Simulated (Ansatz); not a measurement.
## NaCl in Ansatz: convergence with n extra bands

Input of the first run (n extra bands 1); the others differ in this setting and in those tied to it:

Contents of input.yaml:

```yaml
crystal:
  lattice:
    - [3.50219, 0.0, 0.0]
    - [0.0, 3.50219, 0.0]
    - [0.0, 0.0, 3.50219]
  atoms:
    - { symbol: Cl, position: [0.5, 0.5, 0.5] }
    - { symbol: Na, position: [0.0, 0.0, 0.0] }
hamiltonian:
  xc: hse06
  pseudopotentials: { kind: nc }
kpoints:
  mp_grid: { grid: [4, 4, 4] }
scf:
  occupations: { method: methfessel_paxton, width: 0.05 }
  n_extra_bands: 1
output:
  forces: true
  stress: true
  eigenvalues: true
```

Potentials or basis: PseudoDojo standard (PBE files) with Ansatz NC.

The run is started by

```console
$ ansatz run input.yaml --threads 2 --pin off --max-ram 5632MiB --backend cpu --events-out ev --progress --plain --runs-dir out
```

Measurements of this composition are mostly on another form, of space group No. 225.

Hardware: 2 threads of Intel(R) Xeon(R) Processor @ 2.50GHz (Skylake/Cascade Lake), on a shared host.

| n extra bands | energy less the tightest run, at zero smearing (meV/atom) | SCF cycles | CPU time (s) | peak memory (GiB) |
| --- | --- | --- | --- | --- |
| 1 | 0.00 | 11 | 110 | 1.7 |
| 2 | 0.00 | 11 | 120 | 1.7 |
| 4 | 0.00 | 11 | 120 | 1.7 |
| 8 | 0.00 | 11 | 110 | 1.7 |
| 16 | 0.00 | 11 | 130 | 1.7 |
| 32 | 0.00 | 11 | 150 | 1.7 |

Against the tightest run, the energy stays within 1 meV/atom from 1 on. The tightest run that finished is the yardstick and may itself not be fully converged.

Caveat, for the tightest run too: the k mesh is coarse (spacing up to 0.45 Å⁻¹), so the values aren't converged, least of all with exact exchange.
